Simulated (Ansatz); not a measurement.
# TaN: stress in a strained cell, part 1 of 2

TaN is deformed so: equal xy, yz and zx engineering shear strains of -2 %. What stress and forces result, by LAPW, PAW and all-electron datasets made for the crystal?

Method: DFT PBEsol, scalar-relativistic, in Ansatz 0.2.0.

### Step 1. The starting structure

The structure is hexagonal, space group P-62m (No. 189). Conventional cell: a = 5.196 Å, b = 5.196 Å, c = 2.911 Å, α = 90.00°, β = 90.00°, γ = 120.00°. Ta (site symmetry -6) is surrounded by 6 N at 2.16 Å. Around Ta (site symmetry -62m) lie 3 N at 2.04 Å. N (site symmetry m2m) has 5 Ta at 2.04 to 2.16 Å as nearest neighbours.

Structure file:

```cif
data_structure
_symmetry_space_group_name_H-M 'P 1'
_symmetry_Int_Tables_number 1
_cell_length_a 5.1960
_cell_length_b 5.1960
_cell_length_c 2.9110
_cell_angle_alpha 90.000
_cell_angle_beta 90.000
_cell_angle_gamma 120.000
_cell_volume 68.06
loop_
_atom_site_label
_atom_site_type_symbol
_atom_site_fract_x
_atom_site_fract_y
_atom_site_fract_z
_atom_site_occupancy
Ta1 Ta 0.33333 0.66667 0.50000 1
Ta2 Ta 0.66667 0.33333 0.50000 1
Ta3 Ta 0.00000 0.00000 0.00000 1
N1 N 0.39285 0.00000 0.00000 1
N2 N 0.60715 0.60715 0.00000 1
N3 N 0.00000 0.39285 0.00000 1
```

Atoms are numbered in the order of the input: Ta1, Ta2, Ta3, N4, N5, N6.

### Step 2. After the deformation

Space group P-62m before, P1 after.

### Step 3. All-electron LAPW

input.yaml

```yaml
crystal:
  lattice:
    - [5.1960008669, -0.0519600087, -0.0519600087]
    - [-2.6429991209, 4.5258487531, -0.0190186832]
    - [-0.02911, -0.02911, 2.911]
  atoms:
    - { symbol: Ta, position: [0.3333333333, 0.6666666667, 0.5] }
    - { symbol: Ta, position: [0.6666666667, 0.3333333333, 0.5] }
    - { symbol: Ta, position: [0.0, 0.0, 0.0] }
    - { symbol: "N", position: [0.39285, 0.0, 0.0] }
    - { symbol: "N", position: [0.60715, 0.60715, 0.0] }
    - { symbol: "N", position: [0.0, 0.39285, 0.0] }
kpoints:
  mp_grid: { grid: [6, 6, 9] }
  band_path:
    path:
      - [0.0, 0.0, 0.0]
      - [0.0, 0.0, 0.5]
      - [-0.5, 0.5, 0.0]
      - [0.0, 0.0, 0.0]
      - [0.0, -0.5, 0.0]
      - [-0.5, 0.0, 0.5]
      - [0.0, 0.0, 0.0]
      - [-0.5, 0.0, 0.0]
      - [0.0, -0.5, 0.5]
    npoints: 5
scf:
  occupations: { method: fermi_dirac, width: 0.01 }
hamiltonian:
  xc: pbesol
  pseudopotentials: { kind: all_electron, lapw: { basis_error: 0.001 } }
output:
  forces: true
  stress: true
  eigenvalues: true
```

On the command line:

```bash
$ ansatz run input.yaml --threads 2 --pin off --max-ram 8192MiB --backend cpu --events-out ev --progress --plain --runs-dir out
```

Standard output, shortened:

```text
LAPW: plane waves up to 10.665 Å⁻¹, error target 1.0e-3 eV per atom; small_component_spin mean_spin; N in spheres of 0.844 Å, 7 of its electrons in bands, Dirac shells []; Ta in spheres of 1.180 Å, 45 of its electrons in bands, Dirac shells []
[...]
Pseudopotentials: kind: all_electron
Pseudopotential: Ta, LAPW, valence charge 45, Koelling and Harmon's equation, gaussian nucleus
Pseudopotential: N, LAPW, valence charge 7, Koelling and Harmon's equation, gaussian nucleus
Functional definition: PBEsol
[...]
Crystal: 6 atoms, lattice volume = 68.042 Å³
Basis set: ecut = 433.36220533177783 eV, 1383 PW (Γ), exchange–correlation at level 2
Bands: 94, of which v1, the nominal top of the filled ones, is band 78 counted from 1 (77 counted from 0)
Symmetry: 1 space group operations
Space group: P1 (ITA 1), of the structure as read, at distance tolerance 4.1e-5 Å
k-points: 164 of 324 (time reversal used)
[...]
SCF iter   1: F=—  HF=-1277797.713716 eV  |F-HF|=—  |Δ(HF+E_count)|=         —  Δρ=1.40e-1  dr2=1.59e1  ethr=1.02e-2  ⟨swp⟩=2.0  Hψ=94541  notcnv=0
[...]
the basis was enlarged: its passes take 1.5 MiB over the memory plan, 2 of 2 planned eigensolver slots
[...]
SCF iter  11: F=-1277791.938937 eV  HF=-1277791.938937 eV  |F-HF|=2.33e-8  |Δ(HF+E_count)|=  4.66e-10  Δρ=5.96e-6  dr2=2.48e-8  ethr=9.69e-11  ⟨swp⟩=2.0  Hψ=46092  notcnv=0
[...]
NSCF: frozen V_eff on 41 k-points
SCF converged after 11 iterations
Free energy (F): -1277791.938937 eV
[...]
E sigma→0 (E₀):  -1277791.938763 eV
Entropy (-TS):   -0.000347 eV (-0.058 meV/atom)
Fermi energy:    24.487366 eV
[...]
--- Forces (eV/Å), atoms counted from 1 ---
  atom   1  Ta     0.12518195     0.11005774     0.03310849
  atom   2  Ta    -0.12133424     0.10338203     0.00855565
  atom   3  Ta     0.00994986     0.26045720     0.00003493
  atom   4  N     -0.00806056    -0.12736202    -0.08874864
  atom   5  N     -0.02917434    -0.17730392     0.08750029
  atom   6  N      0.02343721    -0.16923834    -0.04045077
[...]
--- Stress (GPa, compression-positive) ---
       -2.913045       3.969529       4.002502
        3.969529      -2.928225       4.023051
        4.002502       4.023051      -4.436960
  P = ⅓ Tr σ = -3.4261 GPa (-34.261 kbar)
--- Band table (eV; the first three rows and the last of 164) ---
[...]
```

It took 10 min on 2 threads of Arm Neoverse V2, shared host; peak memory 2.3 GiB.

This run gives: pressure -3.43 GPa; no gap; largest force 0.261 eV/Å.

### Step 4. PAW with frozen cores

Changes to input.yaml since step 3:

```diff
@@ -14,14 +14,2 @@
   mp_grid: { grid: [6, 6, 9] }
-  band_path:
-    path:
-      - [0.0, 0.0, 0.0]
-      - [0.0, 0.0, 0.5]
-      - [-0.5, 0.5, 0.0]
-      - [0.0, 0.0, 0.0]
-      - [0.0, -0.5, 0.0]
-      - [-0.5, 0.0, 0.5]
-      - [0.0, 0.0, 0.0]
-      - [-0.5, 0.0, 0.0]
-      - [0.0, -0.5, 0.5]
-    npoints: 5
 scf:
@@ -30,3 +18,3 @@
   xc: pbesol
-  pseudopotentials: { kind: all_electron, lapw: { basis_error: 0.001 } }
+  pseudopotentials: { kind: paw }
 output:
@@ -35 +23,2 @@
   eigenvalues: true
+  efg: { contact_densities: true }
```

On the command line:

```bash
$ ansatz run input.yaml --threads 2 --pin off --max-ram 8192MiB --backend cpu --events-out ev --progress --plain --runs-dir out
```

Standard output:

```text
Ta: output.efg is read without spin–orbit coupling, which moves field gradients at and beside such atoms by some per cent and up to a factor of two; PAW files take it under magnetization.noncollinear and magnetization.spin_orbit
Engine: ansatz 0.2.0
Pseudopotentials: kind: paw
Pseudopotential: Ta, paw, valence charge 13, recommended cutoff 420 eV (normal)
Pseudopotential: N, paw, valence charge 5, recommended cutoff 420 eV (normal)
Functional definition: PBEsol
  exchange = pbesol_x
  correlation = pbesol_c
Crystal: 6 atoms, lattice volume = 68.042 Å³
Basis set: ecut = 420 eV, 1307 PW (Γ), exchange–correlation on 72×72×40 points (8 copies of the dense FFT grid, shifted against one another)
Bands: 33, of which v1, the nominal top of the filled ones, is band 27 counted from 1 (26 counted from 0)
Symmetry: 1 space group operations
Space group: P1 (ITA 1), of the structure as read, at distance tolerance 4.1e-5 Å
k-points: 164 of 324 (time reversal used)
Non-local potential: Ta, projectors of the file, l = 0: 3, l = 1: 2, l = 2: 2, l = 3: 1
Non-local potential: N, projectors of the file, l = 0: 2, l = 1: 2, l = 2: 1
PAW form: soft (Blöchl's): semilocal exchange-correlation on the pseudo side does not see the compensation charge
PAW frozen core: Ta, regenerated for the run's functional, and the local potential with it (the file was generated under x = pbe(κ = 0.804, μ = 0.2195149727645171), c = pbe(β = 0.06672455060314922))
PAW frozen core: N, regenerated for the run's functional, and the local potential with it (the file was generated under x = pbe(κ = 0.804, μ = 0.2195149727645171), c = pbe(β = 0.06672455060314922))
PAW one-centre angular grid: Ta, 590 points (default); XC on 64 Gauss nodes
PAW one-centre angular grid: N, 110 points (default); XC on 64 Gauss nodes
Initial density: superposition of atomic densities (neutral atoms: chi_scale 0, normalization atom), corrected by the library's trained network
Initial wavefunctions: pseudopotential atomic-orbital guess
Functional: x = pbesol(κ = 0.804, μ = 0.12345679012345678), c = pbesol(β = 0.046)
SCF iter   1: F=—  HF=-30562.934909 eV  |F-HF|=—  |Δ(HF+E_count)|=         —  Δρ=1.19e-2  dr2=8.76e-2  ethr=1.77e-3  ⟨swp⟩=6.2  Hψ=22738  notcnv=0
preconditioner: auto → Kerker (q_TF=auto, 2.625 Å⁻¹)  [metal: Δε(μ)=0.013 eV  Ē_g=9.471 eV  σ=0.010 eV  W_gap=0.30  n_scr=26 (ndim 8)  ℏωp=24.7 eV  f_vac=0.000  D(μ)=1.06/eV (n_scr^D=6)]
SCF iter   2: F=—  HF=-30562.919004 eV  |F-HF|=—  |Δ(HF+E_count)|=   1.59e-2  Δρ=4.83e-3  dr2=1.28e-2  ethr=1.62e-4  ⟨swp⟩=2.1  Hψ=8639  notcnv=0  defer=243
SCF iter   3: F=—  HF=-30562.917172 eV  |F-HF|=—  |Δ(HF+E_count)|=   1.83e-3  Δρ=2.18e-3  dr2=2.96e-3  ethr=2.37e-5  ⟨swp⟩=2.5  Hψ=7166  notcnv=0  defer=257
SCF iter   4: F=—  HF=-30562.916507 eV  |F-HF|=—  |Δ(HF+E_count)|=   6.65e-4  Δρ=3.96e-4  dr2=7.85e-5  ethr=5.47e-6  ⟨swp⟩=2.0  Hψ=8101  notcnv=0  defer=257
SCF iter   5: F=—  HF=-30562.916542 eV  |F-HF|=—  |Δ(HF+E_count)|=   3.55e-5  Δρ=7.75e-5  dr2=3.89e-6  ethr=1.45e-7  ⟨swp⟩=2.1  Hψ=7416  notcnv=0  defer=257
SCF iter   6: F=—  HF=-30562.916542 eV  |F-HF|=—  |Δ(HF+E_count)|=   3.67e-7  Δρ=1.84e-5  dr2=2.31e-7  ethr=7.20e-9  ⟨swp⟩=2.4  Hψ=7888  notcnv=0  defer=257
SCF iter   7: F=-30562.916542 eV  HF=-30562.916542 eV  |F-HF|=4.14e-9  |Δ(HF+E_count)|=   1.97e-8  Δρ=3.42e-6  dr2=8.08e-9  ethr=1.85e-10  ⟨swp⟩=9.4  Hψ=20675  notcnv=0
SCF 1 converged in 7 iterations: F = -30562.916542 eV  dr2 = 8.08e-9
SCF converged after 7 iterations
Free energy (F): -30562.916542 eV
Harris-Foulkes:  -30562.916542 eV  (|F-HF|=4.14e-9)
Internal energy: -30562.916195 eV  (E = F + TS)
E sigma→0 (E₀):  -30562.916369 eV
Entropy (-TS):   -0.000347 eV (-0.058 meV/atom)
Fermi energy:    19.536675 eV
--- Per-component energies (eV) ---
  E_band       = -224.846513
  E_kinetic    = 1496.361299
  E_local      = -2036.077620  (includes V_loc(G=0)·N_el)
  E_nonlocal   = 188.534540
  E_hartree    = 687.472569
  E_xc         = -832.574058
  E_vxc        = -843.516639  (∫ρ·V_xc dr)
  E_paw        = -25186.335922  (= ΣΔE_a)
  E_vpaw       = -405.094681  (= ΣTr[D̂ρ^β])
  E_aug_tail   = 0.000764  (compensation charges beyond the density's cutoff)
  E_ewald      = -4881.023002
  E_core_change = 0.725236  (= ΣΔE_core)
  E_smearing   = -0.000347  (= −TS)
  E_closure    = -0.000000  (closes the sum)
  Σ components = -30562.916542   (vs F -30562.916542, Δ=0.00e0)
--- Forces (eV/Å), atoms counted from 1 ---
  atom   1  Ta     0.12553582     0.11153194     0.03339799
  atom   2  Ta    -0.12163966     0.10498508     0.00867364
  atom   3  Ta     0.00995131     0.26442682    -0.00000006
  atom   4  N      0.00583725    -0.12918776    -0.09033929
  atom   5  N     -0.03661471    -0.19195740     0.08947622
  atom   6  N      0.01692305    -0.15980816    -0.04120830
  max |Σ_I F_I| component: 9.46e-6 eV/Å
--- Stress (GPa, compression-positive) ---
       -2.878588       3.988311       4.031462
        3.988311      -2.893315       4.050483
        4.031463       4.050483      -4.457345
  P = ⅓ Tr σ = -3.4097 GPa (-34.097 kbar)
--- PAW observables at the nuclei: V_zz in 10²¹ V/m², potentials from the cell's mean, atoms counted from 1 ---
  atom   1  Ta V_zz =   -21.575759   η = 0.1366   by run symmetry: allowed
            electrostatic potential = -14499.358091 V   contact ρ = 8144131.204911 e/Å³
  atom   2  Ta V_zz =   -21.576844   η = 0.1362   by run symmetry: allowed
            electrostatic potential = -14499.358085 V   contact ρ = 8144131.204224 e/Å³
  atom   3  Ta V_zz =   +14.097127   η = 0.2268   by run symmetry: allowed
            electrostatic potential = -14499.933727 V   contact ρ = 8144191.384916 e/Å³
  atom   4  N  V_zz =    -1.445480   η = 0.5276   by run symmetry: allowed
            electrostatic potential = -528.176922 V   contact ρ = 1403.919074 e/Å³
  atom   5  N  V_zz =    -1.595637   η = 0.2443   by run symmetry: allowed
            electrostatic potential = -528.163296 V   contact ρ = 1403.936215 e/Å³
  atom   6  N  V_zz =    -1.279854   η = 0.8173   by run symmetry: allowed
            electrostatic potential = -528.191565 V   contact ρ = 1403.903366 e/Å³
--- Band table (eV; the first three rows and the last of 164) ---
  k-point 0: bands = ["-49.7286", "-49.6831", "-49.0985", "-16.5625", "-16.5518", "-16.2077", "-16.2008", "-16.0312", "-15.9223", "-15.7752", "-15.7683", "-15.1356", "1.2707", "3.9910", "4.0403", "10.1639", "12.9427", "13.0346", "13.0863", "13.7821", "13.8293", "14.4511", "14.6366", "15.3310", "16.2350", "17.6521", "18.6502", "18.6566", "20.1209", "20.1409", "21.4056", "21.4609", "21.5072"]
  k-point 1: bands = ["-49.7233", "-49.6780", "-49.0940", "-16.5451", "-16.5346", "-16.1898", "-16.1828", "-16.1372", "-16.0177", "-15.7735", "-15.7680", "-15.2173", "1.5047", "3.9271", "3.9721", "10.5742", "12.7275", "12.8071", "13.2725", "13.6775", "13.7470", "14.4100", "14.5539", "14.6723", "16.6996", "18.1560", "18.1660", "18.2373", "20.7378", "20.7597", "21.4620", "21.5494", "21.6498"]
  k-point 2: bands = ["-49.7098", "-49.6650", "-49.0824", "-16.5007", "-16.4907", "-16.4014", "-16.2531", "-16.1423", "-16.1303", "-15.7712", "-15.7693", "-15.4193", "2.1243", "3.7585", "3.7922", "11.6670", "12.2216", "12.2910", "12.8594", "13.4916", "13.5090", "14.2420", "14.2846", "14.4124", "17.6632", "17.7162", "17.9960", "19.5285", "20.9482", "21.0720", "21.6016", "21.6974", "22.2150"]
  k-point 163: bands = ["-49.6714", "-49.6537", "-49.0607", "-16.8321", "-16.7346", "-16.4430", "-16.3267", "-16.1448", "-15.9876", "-15.7995", "-15.7551", "-15.7455", "3.1607", "3.5553", "3.8170", "10.9879", "11.4945", "11.9567", "12.1794", "12.6306", "13.2762", "14.1811", "14.6644", "15.6134", "16.4249", "17.6655", "18.6838", "20.1495", "20.8723", "22.5732", "22.8771", "22.9865", "23.1659"]
```

Wall time 15 s (2 threads of Arm Neoverse V2, shared host); peak memory 0.5 GiB.

This run gives: pressure -3.41 GPa; no gap; largest force 0.265 eV/Å; Vzz Ta1 -21.58 (η = 0.14), Ta2 -21.58 (η = 0.14), Ta3 14.10 (η = 0.23), N4 -1.45 (η = 0.53) (10²¹ V/m²).

(Continued in part 2 of 2.)
